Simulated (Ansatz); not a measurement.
Vibrational response of ZnS at 16 GPa

Computed with Ansatz, DFT PBE, scalar-relativistic, plane waves, PAW. Settings: 420 eV plane-wave cutoff, Γ-centred 10×10×10 mesh, fixed occupations. No spin polarisation. Phonons by linear response, acoustic sum rule imposed.

The cell, relaxed at 16 GPa:
```
Zn S
1.0
     0.00000    2.57952    2.57952
     2.57952    0.00000    2.57952
     2.57952    2.57952    0.00000
Zn S
1 1
Direct
  0.00000 0.00000 0.00000
  0.75000 0.75000 0.75000
```

The real crystal has changed phase below this pressure.

Task: Give the high-frequency dielectric tensor ε∞.

Result:
```
5.96 0.00 0.00
0.00 5.96 0.00
0.00 0.00 5.96
```

Task: Give the Born effective charges.

Result:
```json
{"atom": "Zn (atom 1)", "Z*xx": "1.80", "Z*yy": "1.80", "Z*zz": "1.80", "mean": "1.80"}
{"atom": "S (atom 2)", "Z*xx": "-1.80", "Z*yy": "-1.80", "Z*zz": "-1.80", "mean": "-1.80"}
```

Task: How large is the static dielectric tensor with the ions free to move, and what share of it is ionic?

Result:
```
7.8 0.0 0.0
0.0 7.8 0.0
0.0 0.0 7.8
```
The ions give 24 % of its trace.

Cost: 1 run of about 2.1 core-minutes, on Arm Neoverse N1 (shared hosts).